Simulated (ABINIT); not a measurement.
# PbS (Pm-3m) in ABINIT: single point with PBE0

Aim: the single point of PbS with PBE0.

Program: ABINIT 10.8.3 (patched build). These are calculated values, not measurements. Logs are shortened: lines on timing, memory, paths and dates and some standing lists are left out, and cuts for length are marked. The log counts tension as positive stress, the text compression.

## (1) The structure

It takes space group Pm-3m (No. 221, cubic). Conventional cell: a = 3.654 Å, b = 3.654 Å, c = 3.654 Å, α = 90.00°, β = 90.00°, γ = 90.00°. Around Pb (site symmetry m-3m) lie 8 S at 3.16 Å. S (site symmetry m-3m) is surrounded by 8 Pb at 3.16 Å.

Measurements of this composition are mostly on another form, of space group No. 225.

## (2) Single point, PBE0

Input file run.abi:

```
# Pseudopotentials
pp_dirpath "./"
pseudos "82_Pb_14_3.0_3.1_pbe_n_v1.0.psp8, 16_S_6_1.8_1.9_pbe_n_v1.0.psp8"

# Structure
acell 3*1.0 Angstrom
rprim
     3.6536590000     0.0000000000     0.0000000000
     0.0000000000     3.6536590000     0.0000000000
     0.0000000000     0.0000000000     3.6536590000
ntypat 2
znucl 82 16
natom 2
typat 1 2
xred
     0.0000000000     0.0000000000     0.0000000000
     0.5000000000     0.5000000000     0.5000000000

# Plane-wave basis
ecut 18.0

# k points
kptopt 1
ngkpt 6 6 6
nshiftk 1
shiftk 0.0 0.0 0.0

# Exchange and correlation
ixc 41

# Bands and occupations
nband 12
occopt 1

# SCF cycle
nstep 60
diemac 6.0
toldfe 1.0e-7

# Output
iomode 3
prtwf 0
prtden 0
prteig 0
prtebands 0
enunit 2
prtvol 2
```

Potentials or basis: SPMS NC PBE v1.0.

Launch:

```bash
> mpirun --bind-to none -np 8 abinit run.abi > log 2>&1
```

run.abo:

```text
.Version 10.8.3 of ABINIT
 Symmetries : space group Pm -3 m (#221); Bravais cP (primitive cubic)
================================================================================
 Values of the parameters that define the memory need of the present run
     intxc =       0    ionmov =       0      iscf =       7    lmnmax =       6
     lnmax =       6     mgfft =      30  mpssoang =       3    mqgrid =    3001
     natom =       2  nloc_mem =       1    nspden =       1   nspinor =       1
    nsppol =       1      nsym =      48    n1xccc =    2501    ntypat =       2
    occopt =       1   xclevel =       2
       mpw =        1222          nfft =       27000          nkpt =          20
================================================================================
================================================================================

--------------------------------------------------------------------------------
------------- Echo of variables that govern the present computation ------------
--------------------------------------------------------------------------------
 -outvars: echo values of preprocessed input variables --------
            acell      1.8897261259E+00  1.8897261259E+00  1.8897261259E+00 Bohr
              amu      2.07200000E+02  3.20660000E+01
           diemac      6.00000000E+00
             ecut      1.80000000E+01 Hartree
           enunit           2
              ixc          41
         kptrlatt        6    0    0      0    6    0      0    0    6
          kptrlen      4.14264892E+01
            natom           2
            nband          12
          nbandhf          10
            ngfft          30      30      30
             nkpt          20
           nkpthf         216
            nstep          60
             nsym          48
           ntypat           2
           prtden           0
        prtebands           0
           prteig           0
           prtvol           2
            prtwf           0
            rprim      3.6536590000E+00  0.0000000000E+00  0.0000000000E+00
                       0.0000000000E+00  3.6536590000E+00  0.0000000000E+00
                       0.0000000000E+00  0.0000000000E+00  3.6536590000E+00
          spgroup         221
           toldfe      1.00000000E-07 Hartree
            typat      1  2
          usefock           1
           xangst      0.0000000000E+00  0.0000000000E+00  0.0000000000E+00
                       1.8268295000E+00  1.8268295000E+00  1.8268295000E+00
            xcart      0.0000000000E+00  0.0000000000E+00  0.0000000000E+00
                       3.4522074337E+00  3.4522074337E+00  3.4522074337E+00
             xred      0.0000000000E+00  0.0000000000E+00  0.0000000000E+00
                       5.0000000000E-01  5.0000000000E-01  5.0000000000E-01
            znucl       82.00000   16.00000

================================================================================

 chkinp: Checking input parameters for consistency.

================================================================================
== DATASET  1 ==================================================================

--- !DatasetInfo
iteration_state: {dtset: 1, }
dimensions: {natom: 2, nkpt: 20, mband: 12, nsppol: 1, nspinor: 1, nspden: 1, mpw: 1222, }
cutoff_energies: {ecut:  18.0, pawecutdg:  -1.0, }
electrons: {nelect:   2.00000000E+01, charge:   0.00000000E+00, occopt:   1.00000000E+00, tsmear:   1.00000000E-02, }
meta: {optdriver: 0, ionmov: 0, optcell: 0, iscf: 7, paral_kgb: 0, }
...

 Exchange-correlation functional for the present dataset will be:
  PBE0 with alpha=0.25

 Real(R)+Recip(G) space primitive vectors, cartesian coordinates (Bohr,Bohr^-1):
 R(1)=  6.9044149  0.0000000  0.0000000  G(1)=  0.1448349  0.0000000  0.0000000
 R(2)=  0.0000000  6.9044149  0.0000000  G(2)=  0.0000000  0.1448349  0.0000000
 R(3)=  0.0000000  0.0000000  6.9044149  G(3)=  0.0000000  0.0000000  0.1448349
 Unit cell volume ucvol=  3.2913998E+02 bohr^3
 Angles (23,13,12)=  9.00000000E+01  9.00000000E+01  9.00000000E+01 degrees

 getcut: wavevector=  0.0000  0.0000  0.0000  ngfft=  30  30  30
         ecut(hartree)=     18.000   => boxcut(ratio)=   2.27506

 getcut : COMMENT -
[... 167 lines left out ...]
 length scales=  1.889726125908  1.889726125908  1.889726125908 bohr
              =  1.000000000000  1.000000000000  1.000000000000 angstroms
 Fermi (or HOMO) energy (hartree) =   0.17318   Average Vxc (hartree)=  -0.30898
 Eigenvalues (hartree) for nkpt=  20  k points:
 kpt#   1, nband= 12, wtk=  0.00463, kpt=  0.0000  0.0000  0.0000 (reduced coord)
  -0.46657   -0.46657   -0.45718   -0.45718   -0.45718   -0.36545   -0.09971    0.10280
   0.10280    0.10280    0.43226    0.43227
 kpt#   2, nband= 12, wtk=  0.02778, kpt=  0.1667  0.0000  0.0000 (reduced coord)
  -0.46646   -0.46492   -0.45790   -0.45790   -0.45711   -0.35618   -0.12097    0.10469
   0.11254    0.11254    0.38169    0.43917
 kpt#   3, nband= 12, wtk=  0.02778, kpt=  0.3333  0.0000  0.0000 (reduced coord)
  -0.46621   -0.46158   -0.45931   -0.45931   -0.45696   -0.33145   -0.16765    0.12847
   0.13661    0.13661    0.28599    0.38556
 kpt#   4, nband= 12, wtk=  0.01389, kpt=  0.5000  0.0000  0.0000 (reduced coord)
  -0.46606   -0.46001   -0.46001   -0.45995   -0.45686   -0.31317   -0.19653    0.15252
   0.15252    0.16925    0.21703    0.35799
 kpt#   5, nband= 12, wtk=  0.05556, kpt=  0.1667  0.1667  0.0000 (reduced coord)
  -0.46558   -0.46393   -0.45890   -0.45788   -0.45771   -0.34692   -0.13042    0.06584
   0.12123    0.15041    0.33636    0.41294
 kpt#   6, nband= 12, wtk=  0.11111, kpt=  0.3333  0.1667  0.0000 (reduced coord)
  -0.46507   -0.46085   -0.46075   -0.45916   -0.45759   -0.32285   -0.16168    0.05955
[... 28 lines left out ...]
 kpt#  16, nband= 12, wtk=  0.02778, kpt=  0.5000  0.5000  0.1667 (reduced coord)
  -0.46583   -0.46086   -0.46035   -0.46035   -0.45505   -0.27776   -0.11383    0.00109
   0.00109    0.13372    0.32596    0.32600
 kpt#  17, nband= 12, wtk=  0.03704, kpt=  0.3333  0.3333  0.3333 (reduced coord)
  -0.46289   -0.46162   -0.46162   -0.45793   -0.45793   -0.28475   -0.12520    0.05976
   0.05976    0.07811    0.26327    0.26327
 kpt#  18, nband= 12, wtk=  0.05556, kpt=  0.5000  0.3333  0.3333 (reduced coord)
  -0.46359   -0.46250   -0.46147   -0.45785   -0.45599   -0.27808   -0.11192    0.04198
   0.05488    0.09066    0.21601    0.27345
 kpt#  19, nband= 12, wtk=  0.02778, kpt=  0.5000  0.5000  0.3333 (reduced coord)
  -0.46421   -0.46238   -0.46238   -0.45686   -0.45492   -0.27410   -0.08879    0.04057
   0.04057    0.09345    0.23544    0.23962
 kpt#  20, nband= 12, wtk=  0.00463, kpt=  0.5000  0.5000  0.5000 (reduced coord)
  -0.46337   -0.46337   -0.46337   -0.45486   -0.45486   -0.27206   -0.07115    0.07687
   0.07687    0.07687    0.18616    0.18616
 Fermi (or HOMO) energy (eV) =   4.71239   Average Vxc (eV)=  -8.40785
 Eigenvalues (   eV  ) for nkpt=  20  k points:
 kpt#   1, nband= 12, wtk=  0.00463, kpt=  0.0000  0.0000  0.0000 (reduced coord)
 -12.69611  -12.69611  -12.44042  -12.44042  -12.44042   -9.94433   -2.71332    2.79744
   2.79744    2.79744   11.76250   11.76272
 kpt#   2, nband= 12, wtk=  0.02778, kpt=  0.1667  0.0000  0.0000 (reduced coord)
 -12.69291  -12.65120  -12.46008  -12.46008  -12.43866   -9.69210   -3.29187    2.84875
   3.06237    3.06237   10.38619   11.95031
 kpt#   3, nband= 12, wtk=  0.02778, kpt=  0.3333  0.0000  0.0000 (reduced coord)
 -12.68628  -12.56016  -12.49845  -12.49845  -12.43454   -9.01932   -4.56210    3.49578
   3.71722    3.71722    7.78216   10.49161
 kpt#   4, nband= 12, wtk=  0.01389, kpt=  0.5000  0.0000  0.0000 (reduced coord)
 -12.68210  -12.51743  -12.51743  -12.51592  -12.43176   -8.52173   -5.34785    4.15039
   4.15039    4.60563    5.90564    9.74154
 kpt#   5, nband= 12, wtk=  0.05556, kpt=  0.1667  0.1667  0.0000 (reduced coord)
 -12.66921  -12.62406  -12.48733  -12.45948  -12.45487   -9.44008   -3.54881    1.79153
   3.29897    4.09278    9.15271   11.23676
 kpt#   6, nband= 12, wtk=  0.11111, kpt=  0.3333  0.1667  0.0000 (reduced coord)
 -12.65521  -12.54031  -12.53769  -12.49435  -12.45153   -8.78515   -4.39966    1.62034
[... 28 lines left out ...]
 kpt#  16, nband= 12, wtk=  0.02778, kpt=  0.5000  0.5000  0.1667 (reduced coord)
 -12.67594  -12.54073  -12.52674  -12.52674  -12.38262   -7.55819   -3.09747    0.02973
   0.02973    3.63883    8.86981    8.87088
 kpt#  17, nband= 12, wtk=  0.03704, kpt=  0.3333  0.3333  0.3333 (reduced coord)
 -12.59581  -12.56128  -12.56128  -12.46087  -12.46087   -7.74853   -3.40675    1.62602
   1.62602    2.12557    7.16399    7.16399
 kpt#  18, nband= 12, wtk=  0.05556, kpt=  0.5000  0.3333  0.3333 (reduced coord)
 -12.61488  -12.58537  -12.55729  -12.45872  -12.40810   -7.56694   -3.04540    1.14225
   1.49330    2.46686    5.87797    7.44086
 kpt#  19, nband= 12, wtk=  0.02778, kpt=  0.5000  0.5000  0.3333 (reduced coord)
 -12.63181  -12.58190  -12.58190  -12.43188  -12.37909   -7.45862   -2.41604    1.10387
   1.10389    2.54294    6.40669    6.52035
 kpt#  20, nband= 12, wtk=  0.00463, kpt=  0.5000  0.5000  0.5000 (reduced coord)
 -12.60900  -12.60900  -12.60900  -12.37730  -12.37730   -7.40310   -1.93596    2.09162
   2.09163    2.09164    5.06561    5.06561
 Total charge density [el/Bohr^3]
)     Maximum=    4.7550E-01  at reduced coord.    0.9000    0.9000    0.9000
)Next maximum=    4.7550E-01  at reduced coord.    0.1000    0.9000    0.9000
)     Minimum=    7.1924E-03  at reduced coord.    0.5000    0.5000    0.5000
)Next minimum=    8.9808E-03  at reduced coord.    0.5000    0.2000    0.0000
   Integrated=    2.0000E+01

--- !EnergyTerms
iteration_state     : {dtset: 1, }
comment             : Components of total free energy in Hartree
kinetic             :  2.91135148046443E+01
hartree             :  1.00724886092548E+01
xc                  : -1.67053859916362E+01
Ewald energy        : -5.74254497612601E+01
psp_core            :  3.36808156798122E+00
local_psp           : -3.47980801797656E+01
non_local_psp+x     : -7.24341307239913E+00
total_energy        : -7.36182440231807E+01
...

--- !EnergyTermsDC
iteration_state     : {dtset: 1, }
comment             : '"Double-counting" decomposition of free energy'
band_energy         : -4.96299313175393E+00
Ewald energy        : -5.74254497612601E+01
psp_core            :  3.36808156798122E+00
xc_dc               : -1.45977825972037E+01
total_energy_dc     : -7.36181439222365E+01
...

 Cartesian components of stress tensor (hartree/bohr^3)
  sigma(1 1)=  7.89115333E-05  sigma(3 2)=  0.00000000E+00
  sigma(2 2)=  7.89115333E-05  sigma(3 1)=  0.00000000E+00
  sigma(3 3)=  7.89115333E-05  sigma(2 1)=  0.00000000E+00

-Cartesian components of stress tensor (GPa)         [Pressure= -2.3217E+00 GPa]
- sigma(1 1)=  2.32165746E+00  sigma(3 2)=  0.00000000E+00
- sigma(2 2)=  2.32165746E+00  sigma(3 1)=  0.00000000E+00
- sigma(3 3)=  2.32165746E+00  sigma(2 1)=  0.00000000E+00

== END DATASET(S) ==============================================================
================================================================================

 -outvars: echo values of variables after computation  --------
            acell      1.8897261259E+00  1.8897261259E+00  1.8897261259E+00 Bohr
           etotal     -7.3618244023E+01
            fcart     -0.0000000000E+00 -0.0000000000E+00 -0.0000000000E+00
                      -0.0000000000E+00 -0.0000000000E+00 -0.0000000000E+00
            rprim      3.6536590000E+00  0.0000000000E+00  0.0000000000E+00
                       0.0000000000E+00  3.6536590000E+00  0.0000000000E+00
                       0.0000000000E+00  0.0000000000E+00  3.6536590000E+00
           strten      7.8911533251E-05  7.8911533251E-05  7.8911533251E-05
                       0.0000000000E+00  0.0000000000E+00  0.0000000000E+00
           xangst      0.0000000000E+00  0.0000000000E+00  0.0000000000E+00
                       1.8268295000E+00  1.8268295000E+00  1.8268295000E+00
             xred      0.0000000000E+00  0.0000000000E+00  0.0000000000E+00
                       5.0000000000E-01  5.0000000000E-01  5.0000000000E-01
 Calculation completed.
```

It took 19 min on 8 MPI ranks of AMD EPYC 7R43 (Zen 3), shared host; peak memory 0.8 GiB.

Results:

```yaml
Free_energy: -2003.2545 eV
Pressure: -2.3 GPa
Band_gap_on_the_k_mesh: 0.35 eV, indirect (least direct gap 1.30 eV)
Valence_electrons_inside_the_program's_atomic_spheres: Pb 9.69; S 3.85
```

Levels at points of the mesh, in eV from the valence-band top:
| k point | band 8 | band 9 | band 10 | band 11 | band 12 |
| --- | --- | --- | --- | --- | --- |
| (0.00, 0.00, 0.00) | -1.91 | -1.91 | -1.91 | 7.05 | 7.05 |
| (0.50, 0.00, 0.00) | -0.56 | -0.56 | -0.11 | 1.19 | 5.03 |
| (0.50, 0.50, 0.00) | -5.07 | -5.07 | -0.38 | 5.56 | 5.56 |
| (0.50, 0.50, 0.50) | -2.62 | -2.62 | -2.62 | 0.35 | 0.35 |

Caveat: the potentials were made for another functional, which shifts forces and pressure; spin-orbit coupling is left out, which as a rule narrows the gap of such compounds by several tenths of an eV.
